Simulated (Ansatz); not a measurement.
**NbP: strain energy, fitted**

NbP, I4_1md, a = 3.320 Å, c = 11.290 Å. The structure is a Materials Project entry; whether it is the stable form wasn't checked. Ansatz: PBEsol, PAW, 420 eV, Γ-centred 10×10×4 mesh on 8 atoms, Gaussian smearing 0.10 eV; no spin polarisation. Series: strain along c alone, the other axes held, atoms relaxed; x is the strain in per cent. y is the free energy over the unstrained cell, V0 = 15.558 Å³/atom.

| x (%) | y (meV/atom) |
| --- | --- |
| -3.0 | ? |
| -2.0 | 5.70 |
| -1.0 | 1.46 |
| 0.0 | 0.00 |
| 1.0 | 1.16 |
| 2.0 | 4.87 |
| 3.0 | 11.10 |

Problem. Fit y = c2 x² + c3 x³ to the other rows, turn c2 into a modulus, and predict the missing energy.

Solution. Least squares on the rows shown. y = 1.340 x² − 0.03823 x³. In eV per unit strain² c2 is 13.40; this is C33 with relaxed ions (E = ½ C33 V0 ε²): 2 × 13.40 × 160.2 / (15.558) = 276 GPa. The unstrained cell keeps some stress along the strain, worth a slope of -0.12 meV/atom per %, which the form leaves out. With a term in x⁴ added, the coefficient of x² becomes 1.270, 5 % less, which shows how far this figure hangs on the form. At x = -3.0 the fit asked for gives 13.09 meV/atom. The run gave 12.91 meV/atom, so the fit is 0.18 meV/atom too high, within twice the rms miss on the fitted rows (0.12 meV/atom).